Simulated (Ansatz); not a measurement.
Ag:

```xyz
1
Lattice="-1.6557 1.6557 1.6557 1.6557 -1.6557 1.6557 1.6557 1.6557 -1.6557" Properties=species:S:1:pos:R:3 pbc="T T T"
Ag    0.0000    0.0000    0.0000
```

This isn't the form of Ag at room conditions, which is fcc.

Base run:

| Property | Result |
| --- | --- |
| Program | Ansatz 0.2.0 |
| Functional | PBEsol |
| Potentials or basis | all-electron LAPW, non-relativistic |
| Cutoff | 245 eV |
| Density cutoff | 979 eV |
| Basis error allowed | 0.001 eV/atom |
| k mesh | 11 × 11 × 11 |
| Occupations | fermi-dirac, width 0.05 eV |
| Spin | no spin polarisation |

Its results: pressure -0.8 GPa.

The run is repeated on the same cell with these changes: potentials or basis from all-electron LAPW, non-relativistic to all-electron LAPW, inner shells corrected to Dirac's equation. What comes out?

Pressure -7.3 GPa.

Caveats: relativity is left out, which matters for the heavier elements (some runs).

Not every run made on this cell is shown here.
